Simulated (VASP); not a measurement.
# TePb (Fm-3m) in VASP: settings compared, part 2 of 2

VASP 6.6.1. The steps go on from the part before.

## (3) Relaxation of cell and atoms, B3LYP

POSCAR reads:

```
TePb
1.0
    0.0000000000      3.2310000000      3.2310000000
    3.2310000000      0.0000000000      3.2310000000
    3.2310000000      3.2310000000      0.0000000000
Pb Te
1 1
Direct
    0.0000000000      0.0000000000      0.0000000000
    0.5000000000      0.5000000000      0.5000000000
```

INCAR.step1 reads:

```
PREC     = Accurate       # precision mode
ENCUT    = 600            # plane-wave cutoff, eV
EDIFF    = 1E-5           # SCF threshold, eV
ISMEAR   = -1             # smearing method
SIGMA    = 0.05           # smearing width, eV
LREAL    = False          # projectors in reciprocal space
LASPH    = True           # aspherical terms in the spheres
NELM     = 80             # most SCF steps
ALGO     = Normal         # electronic algorithm
LWAVE    = True           # write WAVECAR
LCHARG   = False          # write CHGCAR
GGA      = PE             # functional
```

INCAR.step2 reads:

```
PREC     = Accurate       # precision mode
ENCUT    = 600            # plane-wave cutoff, eV
EDIFF    = 1E-6           # SCF threshold, eV
ISMEAR   = -1             # smearing method
SIGMA    = 0.05           # smearing width, eV
LREAL    = False          # projectors in reciprocal space
LASPH    = True           # aspherical terms in the spheres
NELM     = 80             # most SCF steps
ALGO     = Normal         # electronic algorithm
ISIF     = 3              # what is computed and relaxed
LWAVE    = False          # write WAVECAR
LCHARG   = False          # write CHGCAR
GGA      = B3             # functional
LHFCALC  = True           # exact exchange
AEXX     = 0.2            # exact-exchange fraction
AGGAX    = 0.72         
AGGAC    = 0.81         
ALDAC    = 0.19         
PRECFOCK = Fast         
HFRCUT   = -1           
IBRION   = 2              # ionic algorithm
NSW      = 60             # ionic steps
EDIFFG   = -0.02          # ionic threshold
ISTART   = 1
```

KPOINTS reads:

```
Automatic mesh
0
Gamma
  4 4 4
```

Potentials or basis: VASP PAW PBE potentials, release 64 (Pb_d, Te).

Run with:

```bash
$ cat potpaw_PBE.64/Pb_d/POTCAR potpaw_PBE.64/Te/POTCAR > POTCAR
$ cp INCAR.step1 INCAR
$ mpirun -np 1 vasp_std > vasp.out
$ cp INCAR.step2 INCAR
$ mpirun -np 1 vasp_std > vasp.out
```

OUTCAR:

```text
PREC = Accurate
   ENCUT = 600
   EDIFF = 1E-6
   ISMEAR = -1
   LREAL = False
   LASPH = True
   NELM = 80
   ISIF = 3
   GGA = B3
   LHFCALC = True
   AEXX = 0.2
   PRECFOCK = Fast
   IBRION = 2
   NSW = 60
   EDIFFG = -0.02
   ISTART = 1

 ion  position               nearest neighbor table
   1  0.000  0.000  0.000-   2 3.23   2 3.23   2 3.23   2 3.23   2 3.23   2 3.23
   2  0.500  0.500  0.500-   1 3.23   1 3.23   1 3.23   1 3.23   1 3.23   1 3.23

  LATTYP: Found a face centered cubic cell.
 ALAT       =     6.4620000000

  Lattice vectors:

 A1 = (   0.0000000000,   3.2310000000,   3.2310000000)
 A2 = (   3.2310000000,   0.0000000000,   3.2310000000)
 A3 = (   3.2310000000,   3.2310000000,   0.0000000000)

Analysis of symmetry for initial positions (statically):
=====================================================================
 Subroutine PRICEL returns:
 Original cell was already a primitive cell.

 Routine SETGRP: Setting up the symmetry group for a
 face centered cubic supercell.

 Subroutine GETGRP returns: Found 48 space group operations
 (whereof 48 operations were pure point group operations)
 out of a pool of 48 trial point group operations.

The static configuration has the point symmetry O_h .

Analysis of symmetry for dynamics (positions and initial velocities):
=====================================================================
 Subroutine PRICEL returns:
 Original cell was already a primitive cell.

 Routine SETGRP: Setting up the symmetry group for a
 face centered cubic supercell.

 Subroutine GETGRP returns: Found 48 space group operations
 (whereof 48 operations were pure point group operations)
 out of a pool of 48 trial point group operations.

The dynamic configuration has the point symmetry O_h .

 Subroutine INISYM returns: Found 48 space group operations
 (whereof 48 operations are pure point group operations),
 and found     1 'primitive' translations

----------------------------------------------------------------------------------------

                                     Primitive cell

  volume of cell :      67.4592

[... 96 lines left out ...]
   GGA     = B3    functional components
   LHFCALC =     T    Hartree Fock is set to
   PRECFOCK=fast      Normal, Fast or Accurate (Low or Medium for compatibility)
   ENCUT4O =  -1.0   cutoff for four orbital integrals eV
   NKREDX  =     1    reduce k-point grid by
   NKREDY  =     1    reduce k-point grid by
   NKREDZ  =     1    reduce k-point grid by
   AEXX    =    0.2000 exact exchange contribution
   HFSCREEN=    0.0000 screening length (either q_TF or 0.3 A-1)
   HFSCREENC=   0.0000 screening length for correlation (either q_TF or 0.3 A-1)
   ENCUTFOCK=  -1.0 apply spherical cutoff to Coloumb kernel
   IVDW    =     0    specifies the selected vdW correction
   LEPSILON=     F    determine dielectric tensor
   LRPA    =     F    only Hartree local field effects (RPA)
 conjugate gradient relaxation of ions
 non-spin polarized calculation
  energy-cutoff  :      600.00
  volume of cell :       67.46
 maximum number of plane-waves:      2272
 NGX is ok and might be reduce to    40
  NGX = 20; NGY = 20; NGZ = 20

--------------------------------------- Ionic step        1  -------------------------------------------

 number of electron      19.9999998 magnetization

 Free energy of the ion-electron system (eV)
  ---------------------------------------------------
  ext. energy  EPLUGINS =         0.00000000
  ---------------------------------------------------
  free energy    TOTEN  =        -8.34699504 eV

  energy without entropy =       -8.34699501  energy(sigma->0) =       -8.34699503

 E-fermi :   6.2200     XC(G=0):  -7.3622

 val. band max:        5.4409504707   @ k =   0.5000   0.0000   0.0000
 cond. band min:       6.9989607147   @ k =   0.5000   0.0000   0.0000
 fundamental gap:      1.5580102440
 Fermi energy:         6.2199784266

 k-point     1 :       0.0000    0.0000    0.0000
  band No.  band energies     occupation
      1     -12.9018      2.00000
      2     -12.9018      2.00000
      3     -12.8792      2.00000
      4     -12.8792      2.00000
      5     -12.8792      2.00000
      6      -7.7602      2.00000
      7      -0.6631      2.00000
      8       3.8146      2.00000
      9       3.8146      2.00000
     10       3.8146      2.00000
     11      10.5197      0.00000
     12      10.5197      0.00000
     13      10.5197      0.00000
     14      12.4135      0.00000
[... 188 lines left out ...]
--------------------------------------- Ionic step        3  -------------------------------------------

 number of electron      20.0000000 magnetization

 Free energy of the ion-electron system (eV)
  ---------------------------------------------------
  ext. energy  EPLUGINS =         0.00000000
  ---------------------------------------------------
  free energy    TOTEN  =        -8.42292403 eV

  energy without entropy =       -8.42292402  energy(sigma->0) =       -8.42292402

 E-fermi :   5.1342     XC(G=0):  -7.0461

 val. band max:        4.2731518459   @ k =   0.5000   0.0000   0.0000
 cond. band min:       5.9947194537   @ k =   0.5000   0.0000   0.0000
 fundamental gap:      1.7215676078
 Fermi energy:         5.1342194934

 k-point     1 :       0.0000    0.0000    0.0000
  band No.  band energies     occupation
      1     -13.9260      2.00000
      2     -13.9260      2.00000
      3     -13.9113      2.00000
      4     -13.9113      2.00000
      5     -13.9113      2.00000
      6      -8.1263      2.00000
      7      -2.0490      2.00000
      8       3.0238      2.00000
      9       3.0238      2.00000
     10       3.0238      2.00000
     11       9.2422      0.00000
     12       9.2422      0.00000
     13       9.2422      0.00000
     14      11.4555      0.00000
[... 146 lines left out ...]
  FREE ENERGIE OF THE ION-ELECTRON SYSTEM (eV)
  ---------------------------------------------------
  free  energy   TOTEN  =        -8.4229240274 eV

  energy  without entropy=       -8.4229240197  energy(sigma->0) =       -8.42292402

 reached required accuracy - stopping structural energy minimisation
```

Wall time 15 min (1 thread of Intel Xeon Platinum 8488C (Sapphire Rapids), shared host); peak memory 0.25 GiB.

What came out:

- Free energy: -8.4229 eV
- Relaxed volume: 36.95 Å³/atom
- Relaxed cell: a = 4.710 Å, b = 4.710 Å, c = 4.710 Å, α = 60.00°, β = 60.00°, γ = 60.00°
- Space group after relaxing (to 0.05 Å): Fm-3m (No. 225)
- Energy gained by relaxing: 38.0 meV/atom
- Ionic steps: 3
- Pressure after relaxing: 0.0 GPa
- Band gap on the k mesh: 1.72 eV, direct

Step by step:
```tsv
step	energy change (eV)	largest force (eV/Å)	pressure (GPa)	volume (Å³)
1	0.0000	0.0000	4.11	67.46
2	-0.0679	0.0000	-1.03	76.26
3	-0.0759	0.0000	-0.04	73.89
```

Final structure:
```yaml
crystal:
  lattice:
    - [0.00000, 3.33060, 3.33060]
    - [3.33060, 0.00000, 3.33060]
    - [3.33060, 3.33060, 0.00000]
  atoms:
    - { symbol: Pb, position: [0.00000, 0.00000, 0.00000] }
    - { symbol: Te, position: [0.50000, 0.50000, 0.50000] }
```

Levels at points of the mesh, in eV from the valence-band top:
```tsv
k point	band 8	band 9	band 10	band 11	band 12	band 13
(0.00, 0.00, 0.00)	-1.25	-1.25	-1.25	4.97	4.97	4.97
(0.50, 0.00, 0.00)	-0.75	-0.75	0.00	1.72	2.24	2.24
(0.50, 0.50, 0.00)	-4.24	-2.63	-2.63	4.81	6.22	6.22
```

Caveat: the k mesh is coarse (spacing up to 0.42 Å⁻¹), so the values aren't converged, least of all with exact exchange; the PAW data sets were made with another functional, which shifts forces and pressure a little; spin-orbit coupling is left out, which as a rule narrows the gap of such compounds by several tenths of an eV. Zero-point motion and thermal expansion aren't in these numbers.

## (4) Single point, PBE

INCAR reads:

```
SYSTEM = TePb
PREC     = Accurate       ! precision mode
ENCUT    = 400            ! plane-wave cutoff, eV
EDIFF    = 1E-6           ! SCF threshold, eV
ISMEAR   = 0              ! smearing method
SIGMA    = 0.02           ! smearing width, eV
LREAL    = .False.        ! projectors in reciprocal space
LASPH    = .True.         ! aspherical terms in the spheres
NELM     = 80             ! most SCF steps
ALGO     = Fast           ! electronic algorithm
ISIF     = 2              ! what is computed and relaxed
LWAVE    = .False.        ! write WAVECAR
LCHARG   = .False.        ! write CHGCAR
GGA      = PE             ! functional
NBANDS   = 18             ! bands
```

KPOINTS reads:

```
Automatic mesh
0
Gamma
  4 4 4
  0 0 0
```

POSCAR is that of step 3.

Potentials or basis: VASP PAW PBE potentials, release 64 (Pb_d_GW, Te_GW).

Run with:

```bash
$ cat potpaw_PBE.64/Pb_d_GW/POTCAR potpaw_PBE.64/Te_GW/POTCAR > POTCAR
$ mpirun -np 1 vasp_std > vasp.out
```

Wall time 7.7 s (1 thread of AMD EPYC 9R45 (Zen 5), shared host); peak memory 0.14 GiB.

It converged, with:

| Property | Result |
| --- | --- |
| Free energy | -7.4895 eV |
| Pressure | 1.9 GPa |
| Band gap on the k mesh | 0.73 eV, direct |

Levels at points of the mesh, in eV from the valence-band top:
```
           k point  band 8  band 9  band 10  band 11  band 12  band 13  band 14  band 15
(0.00, 0.00, 0.00)   -5.60   -1.35    -1.35    -1.35     4.08     4.08     4.08     5.82
(0.50, 0.00, 0.00)   -8.59   -0.89    -0.89     0.00     0.73     1.27     1.27     8.39
(0.50, 0.50, 0.00)   -7.30   -4.50    -2.80    -2.80     3.30     5.47     5.47     6.70
```

Caveat: the k mesh is coarse (spacing up to 0.42 Å⁻¹), so the values aren't converged; spin-orbit coupling is left out, which as a rule narrows the gap of such compounds by several tenths of an eV. A k mesh can miss the band edges.

## (5) Summary

| task | level | potentials or basis | cell | k mesh | cutoff (eV) | smearing | grid for exact exchange (PRECFOCK) | exchange at q = 0 | mesh quality | gap on the mesh (eV) | pressure (GPa) |
| --- | --- | --- | --- | --- | --- | --- | --- | --- | --- | --- | --- |
| relaxation of cell and atoms | AM05 | VASP PAW PBE potentials, release 64 (Pb_d, Te) | relaxed | 7 × 7 × 7 | 600 | fermi-dirac 0.05 eV | - | - | not flagged | - | 0.0 |
| relaxation of cell and atoms | B3LYP | VASP PAW PBE potentials, release 64 (Pb_d, Te) | relaxed | 4 × 4 × 4 | 600 | fermi-dirac 0.05 eV | Fast | truncated | coarse | 1.72 | 0.0 |
| single point | PBE | VASP PAW PBE potentials, release 64 (Pb_d_GW, Te_GW) | as given | 4 × 4 × 4 | 400 | gaussian 0.02 eV | - | - | coarse | 0.73 | 1.9 |

Alike in all rows: no spin polarisation.

Caveats: some runs use coarse meshes; the PAW data sets were made with another functional, which shifts forces and pressure a little (some runs); spin-orbit coupling is left out, which as a rule narrows the gap of such compounds by several tenths of an eV (some runs); the relaxation stopped at its first step, so nothing moved (some runs).

Total energies depend on the potentials used, so only differences within one code and one set of settings carry meaning.
